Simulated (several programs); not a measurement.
## Many methods on one cell: BAs (F-43m)

Measured values to be reproduced:
- band gap: 1.82 eV (indirect optical gap from absorption edge; 300 K; “Basic Physical Properties of Cubic Boron Arsenide”; room-temperature optical absorption edge, not a zero-temperature fundamental gap; 2019; arxiv:1911.11281)
- bulk modulus: 148 GPa (literature experimental value; “Basic Physical Properties of Cubic Boron Arsenide”; literature value quoted in a summary table; 2019; arxiv:1911.11281)
- volume: 13.62 Å³ an atom (from the lattice constants; cubic a at 300 K; 300 K; “Thermal expansion coefficients of high thermal conducting BAs and BP materials”; 2019; arxiv:1906.04101)

A 2-atom cell of BAs started from a crystallographic database, relaxed with r2SCAN in Ansatz, was computed with several methods. Space group F-43m (No. 216), cubic; a = 4.784 Å in the conventional setting, 13.68 Å³ an atom. B is surrounded by 4 As at 2.07 Å; As is surrounded by 4 B at 2.07 Å. Calculated for a static, non-magnetic cell.

```cif
data_structure
_symmetry_space_group_name_H-M 'F-43m'
_symmetry_Int_Tables_number 216
_cell_length_a 4.7837
_cell_length_b 4.7837
_cell_length_c 4.7837
_cell_angle_alpha 90.000
_cell_angle_beta 90.000
_cell_angle_gamma 90.000
_cell_volume 109.47
loop_
_atom_site_label
_atom_site_type_symbol
_atom_site_symmetry_multiplicity
_atom_site_Wyckoff_symbol
_atom_site_fract_x
_atom_site_fract_y
_atom_site_fract_z
_atom_site_occupancy
B1 B 4 a 0.00000 0.00000 0.00000 1
As1 As 4 d 0.25000 0.25000 0.75000 1
```

Gaps and times are for a single point on this cell; volume and bulk modulus come from each method's own relaxation or energy curve at fixed shape. Times are rough, from shared hosts (Arm Neoverse V1; Intel Xeon Platinum 8259CL CPU @ 2.50GHz; NVIDIA H100 80GB HBM3), and each method has its own mesh and cell size. PM6 (MOPAC), PM7 (MOPAC), GFN1-xTB (tblite), GFN2-xTB (tblite) treat a cluster of cells at its zone centre, which samples few k points: where these miss a band edge, the gap comes out too large for that reason alone. Gaps from k meshes are read at a limited set of points (mesh, symmetry points, PBE's band edges), so each method's own least gap may be somewhat smaller. xTB and the PM methods were fitted mostly to molecules, and can miss a solid's gap by electronvolts. Minimal bases can be far off for gaps. Times of the plane-wave ladder aren't listed, since it ran on unlike processors and cards. GLLB-SC's gap includes the derivative discontinuity. G0W0 is at finite bands, cutoff and mesh. d marks a direct gap, i an indirect one (no mark: not told apart), a dash a value that wasn't computed or didn't pass its checks.

```
                               method              kind  gap (eV)  own volume (Å³/atom)  bulk modulus (GPa)  atoms computed  processor time
                               PBEsol         semilocal         –                 13.55                   –               2               –
 light PBE (260 eV and a coarse mesh)  light plane-wave    1.19 i                     –                   –               2          0.63 s
                                  LDA         semilocal    1.13 i                 13.25                   –               2               –
                                  PBE         semilocal    1.19 i                 13.90                 131               2               –
               PBE/single zeta (GPAW)       small basis    2.40 i                     –                   –               2           2.9 s
                    GFN1-xTB (tblite)     tight binding      1.34                 13.26                 156         cluster           3.1 s
                       GLLB-SC (GPAW)   model potential      1.73                     –                   –               2           4.6 s
                       PBE/SZV (CP2K)       small basis    3.59 i                 14.57                 124               2           5.4 s
                               r2SCAN         semilocal    1.37 i                 13.68                 141               2               –
                    GFN2-xTB (tblite)     tight binding      1.03                 14.71                 109         cluster           6.7 s
G0W0@r2SCAN (180 eV screening cutoff)         many-body      1.96                     –                   –               2               –
                              PBE+SOC         semilocal    1.12 i                     –                   –               2               –
   G0W0@LDA (140 eV screening cutoff)         many-body      1.74                     –                   –               2               –
                      PBE/DZVP (CP2K)       small basis    1.23 i                 14.02                 128               2            11 s
                          PM7 (MOPAC)    semi-empirical      6.83                     –                   –         cluster            11 s
   G0W0@PBE (260 eV screening cutoff)         many-body      1.87                     –                   –               2               –
                          PM6 (MOPAC)    semi-empirical      3.34                     –                   –         cluster            13 s
 G0W0@HSE06 (180 eV screening cutoff)         many-body      2.10                     –                   –               2               –
                              LC-ωPBE            hybrid    6.34 i                     –                   –               2               –
  G0W0@PBE0 (180 eV screening cutoff)         many-body      2.24                     –                   –               2               –
                                 PBE0            hybrid    2.51 i                     –                   –               2               –
                                HSE06            hybrid    1.83 i                 13.58                   –               2               –
                         Hartree-Fock    exact exchange    7.29 i                     –                   –               2               –
                             DDH-PBE0            hybrid    1.72 i                     –                   –               2               –
                            HSE06+SOC            hybrid    1.76 i                     –                   –               2               –
```

Against HSE06 (1.83 eV) and with closed or daggered gaps left aside, the nearest gap at the points sampled is that of G0W0@PBE (260 eV screening cutoff) (+0.04 eV) and the farthest that of Hartree-Fock (+5.46 eV). HSE06 is only a yardstick of convenience, and nearness to it can be luck.

Volumes against r2SCAN's: PBEsol -1.0 %, LDA -3.2 %, PBE +1.6 %, GFN1-xTB (tblite) -3.1 %, PBE/SZV (CP2K) +6.5 %, GFN2-xTB (tblite) +7.5 %, PBE/DZVP (CP2K) +2.5 %, HSE06 -0.7 %.

Comparison with experiment:
- Band gap, measured 1.82 eV: light PBE (260 eV and a coarse mesh) -0.63 eV, LDA -0.69 eV, PBE -0.63 eV, PBE/single zeta (GPAW) +0.58 eV, GFN1-xTB (tblite) -0.48 eV, GLLB-SC (GPAW) -0.09 eV, PBE/SZV (CP2K) +1.77 eV, r2SCAN -0.45 eV, GFN2-xTB (tblite) -0.79 eV, G0W0@r2SCAN (180 eV screening cutoff) +0.14 eV, PBE+SOC -0.70 eV, G0W0@LDA (140 eV screening cutoff) -0.08 eV, PBE/DZVP (CP2K) -0.59 eV, PM7 (MOPAC) +5.01 eV, G0W0@PBE (260 eV screening cutoff) +0.05 eV, PM6 (MOPAC) +1.52 eV, G0W0@HSE06 (180 eV screening cutoff) +0.28 eV, LC-ωPBE +4.52 eV, G0W0@PBE0 (180 eV screening cutoff) +0.42 eV, PBE0 +0.69 eV, HSE06 +0.01 eV, Hartree-Fock +5.47 eV, DDH-PBE0 -0.10 eV, HSE06+SOC -0.06 eV.
- Bulk modulus, measured 148 GPa: PBE -11.2 %, GFN1-xTB (tblite) +5.2 %, PBE/SZV (CP2K) -16.2 %, r2SCAN -4.8 %, GFN2-xTB (tblite) -26.6 %, PBE/DZVP (CP2K) -13.5 %.
- Volume, measured 13.62 Å³ an atom: PBEsol -0.6 %, LDA -2.7 %, PBE +2.0 %, GFN1-xTB (tblite) -2.7 %, PBE/SZV (CP2K) +7.0 %, r2SCAN +0.4 %, GFN2-xTB (tblite) +8.0 %, PBE/DZVP (CP2K) +3.0 %, HSE06 -0.3 %.
The calculations are for a static lattice; samples hold vibrations, temperature and, in optical gaps, excitons. A measured value is shown where most reports agree with it, and only for the quantities listed.

Only the rows marked +SOC include spin-orbit coupling.
